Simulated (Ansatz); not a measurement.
Wurtzite BeO

Computed with r²SCAN (PAW; Ansatz, a quantum-chemistry and plane-wave program).

Run with plane-wave cutoff 500 eV, 6×6×1 k mesh (along the axes of the cell as run), gaussian smearing 0.02 eV, scalar-relativistic PAW data made under PBE.

Cell: relaxed at this level.

| Property | Value |
|---|---|
| surface energy of the (11-20) face | 1.62 J/m² |
| ionisation potential of the slab | 7.65 eV |

The slab of 40 atoms is relaxed and unreconstructed.

Static lattice: no zero-point or thermal effects.

Cost on a shared machine: very roughly 12 core-minutes.
